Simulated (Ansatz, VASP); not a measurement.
## Si: VASP beside Ansatz

```xyz
2
Lattice="0.0000 2.7351 2.7351 2.7351 0.0000 2.7351 2.7351 2.7351 0.0000" Properties=species:S:1:pos:R:3 pbc="T T T"
Si    0.0000    0.0000    0.0000
Si    1.3676    1.3676    1.3676
```

Alike in both runs: functional PBE; k mesh 10 × 10 × 10; occupations gaussian, width 0.01 eV; no spin polarisation.

Ansatz relaxed the structure, and its values are those at the end. VASP's run is a single point on that final structure, the one shown.

```csv
,VASP,Ansatz
version,VASP 6.6.1,Ansatz 0.2.0
potentials or method,"VASP PAW PBE potentials, release 64 (Si)","scalar-relativistic, plane waves, PAW"
plane-wave cutoff (eV),520,420
valence electrons in the cell,8,8
```

Ansatz gave:

| Item | Value |
| --- | --- |
| gap on the k mesh at the Fermi level (eV) | 0.62 |
| least direct gap on the mesh (eV) | 2.55 |
| pressure (GPa) | 0.0 |

**Question.** Estimate VASP's values.

**Answer.** gap on the k mesh at the Fermi level (eV): 0.62; least direct gap on the mesh (eV): 2.56; pressure (GPa): -0.1.

A k mesh can miss the band edges. As with any semilocal functional, this PBE gap is likely too small.
